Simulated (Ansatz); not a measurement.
Here is an unrelaxed guess for AlRu.

```cif
data_structure
_symmetry_space_group_name_H-M 'P4/mmm'
_symmetry_Int_Tables_number 123
_cell_length_a 2.8087
_cell_length_b 2.8087
_cell_length_c 4.0182
_cell_angle_alpha 90.000
_cell_angle_beta 90.000
_cell_angle_gamma 90.000
_cell_volume 31.70
loop_
_atom_site_label
_atom_site_type_symbol
_atom_site_symmetry_multiplicity
_atom_site_Wyckoff_symbol
_atom_site_fract_x
_atom_site_fract_y
_atom_site_fract_z
_atom_site_occupancy
Al1 Al 1 a 0.00000 0.00000 0.00000 1
Ru1 Ru 1 d 0.50000 0.50000 0.50000 1
```

Method: DFT PBE, scalar-relativistic, plane waves, PAW (Ansatz). Settings: cutoff 420 eV, Γ-centred mesh 6×6×4 on the computed 2-atom cell, Gaussian smearing of 0.10 eV; no spin polarisation.

Energies over the elements count from the elements' standard structures at the same level, with no fitted energy shifts.

Question: What does a single point on this coarse mesh give?

Answer: The pressure is -16.6 GPa (the mean over three directions, positive in compression), the largest force is 0.00 eV/Å (symmetry fixes the atoms), and the energy is −0.16 eV/atom against the elements. The shortest distance is 2.81 Å.

Question: How much does it gain on relaxing, and where does it end?

Answer: Relaxing gains about 0.48 eV/atom (the start's value is from the coarse mesh, so the gain is rough) in 16 ionic steps and ends at −0.64 eV/atom on the finer mesh. The symmetry goes from P4/mmm (No. 123) to Pm-3m (No. 221). The end has the caesium chloride type. The volume per atom shrinks by 14.5 %, from 15.8 to 13.5 Å³. The shortest distance goes from 2.81 Å (Al–Al and Ru–Ru) to 2.60 Å (Al–Ru). Conventional cell: a = 3.004 Å. Around Al lie 8 Ru at 2.60 Å and 6 Al at 3.00 Å; Ru has 8 Al at 2.60 Å and 6 Ru at 3.00 Å.

The last run used an 18×18×18 mesh for its 2-atom cell and Gaussian smearing of 0.10 eV. The relaxation can't lower the symmetry of the start. A later test with randomly moved atoms came back to the same energy, though modes that don't fit the test's cell weren't probed.
